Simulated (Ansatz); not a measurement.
## SiO2: where the heat goes in a short trajectory

Computed with DFT PBE, scalar-relativistic, plane waves, PAW (Ansatz 0.2.0). Cutoff 420 eV, shifted (0.5, 0.5, 0.5 steps) 2×2×2 k-points, Fermi–Dirac smearing of 0.22 eV. The mesh is coarse. No spin polarisation.

18 atoms start on the lattice sites below (V = 297.8 Å³, 1.10 times the source cell's; static pressure 7.13 GPa, largest force component 0.01 eV/Å) with velocities drawn for 2600 K; Langevin thermostat aiming at the same temperature, at which the real crystal may have melted, fixed cell, 41 steps of 2 fs.

```
Si O
1.0
     0.00000    3.67492   -3.67492
     7.34983    0.00000    0.00000
    -3.67492   -7.34983   -3.67492
Si O
6 12
Direct
  0.00000 0.50000 0.00000
  0.33333 0.83333 0.66667
  0.66667 0.16667 0.33333
  0.83333 0.58333 0.66667
  0.16667 0.91667 0.33333
  0.50000 0.25000 0.00000
  0.91667 0.54167 0.83333
  0.25000 0.87500 0.50000
  0.58333 0.20833 0.16667
  0.08333 0.70833 0.16667
  0.41667 0.04167 0.83333
  0.75000 0.37500 0.50000
  0.75000 0.37500 0.00000
  0.08333 0.70833 0.66667
  0.41667 0.04167 0.33333
  0.25000 0.37500 0.00000
  0.58333 0.70833 0.66667
  0.91667 0.04167 0.33333
```

| t (fs) | T (K) | kinetic energy (meV/atom) | potential energy over the first frame (meV/atom) | P with the kinetic part (GPa) |
| --- | --- | --- | --- | --- |
| 0.0 | 2456 | 317.4 | 0.0 | 9.18 |
| 6.0 | 1572 | 203.1 | 92.7 | 9.90 |
| 12.0 | 1937 | 250.4 | 167.4 | 9.90 |
| 18.0 | 2101 | 271.5 | 211.9 | 8.75 |
| 24.0 | 2100 | 271.5 | 256.6 | 7.79 |
| 30.0 | 1940 | 250.8 | 348.1 | 7.25 |
| 36.0 | 2351 | 303.9 | 341.3 | 6.52 |
| 42.0 | 3245 | 419.5 | 288.7 | 6.48 |
| 48.0 | 2660 | 343.8 | 421.0 | 9.63 |
| 54.0 | 3424 | 442.6 | 353.7 | 8.92 |
| 60.0 | 2735 | 353.5 | 346.2 | 7.25 |
| 66.0 | 2887 | 373.1 | 295.1 | 5.85 |
| 72.0 | 1744 | 225.4 | 313.7 | 5.14 |
| 78.0 | 2238 | 289.2 | 249.8 | 4.48 |

T counts 3N degrees of freedom. Means over every step of the second half, not only the rows shown: T = 2833 K, kinetic energy 366.3 meV/atom, potential energy 319.7 meV/atom, P = 6.87 GPa.

**Question.** Does the potential energy follow equipartition for harmonic vibrations?

**Answer.** In a harmonic crystal each vibration holds as much potential as kinetic energy on average; T is counted on all 3N degrees of freedom here, and the thermostat also drives the centre of mass, which has no potential energy, so the share is (N − 1)/N of the kinetic energy, 345.9 meV/atom. The run has 319.7, a ratio of 0.92. That is near one, as for a crystal vibrating about its sites. So short a run gives a rough mean.

**Question.** Split the rise of pressure into the kinetic part and the rest. Can a thermal Grüneisen parameter be estimated?

**Answer.** The program counts the kinetic part as N k_B T/V = 2.36 GPa. The pressure lies -0.25 GPa over the static one in all, so the forces add -2.62 GPa. For a harmonic mode with ω ∝ V^(−γ) and an amplitude that scales with the cell, the forces add (2γ − 2/3)U/V, which needs no equipartition; when U equals the kinetic energy K, this and the kinetic part 2K/(3V) sum to the Mie–Grüneisen γE_th/V. With U = N × 319.7 meV, γ = 1/3 + V ΔP_forces/(2U) = -0.09, for harmonic vibrations a mean over the modes weighted by their potential energy, for uniform scaling of the cell (in a layered or otherwise anisotropic crystal this differs from γ under hydrostatic pressure). Most solids fall between 1 and 3, and tetrahedral, framework and layered ones often lower; anharmonic motion and pressure swings in a cell of 18 atoms make this value uncertain by tenths or more. The mean pressure differs by 3.3 GPa between the two halves of this window, worth 0.5 in γ, so slow motion isn't averaged out and the value is a rough guess.

Cost: 1 run of about 3.9 core-minutes (earlier runs that led there not counted), on AMD EPYC 9R14 (Zen 4) (shared hosts).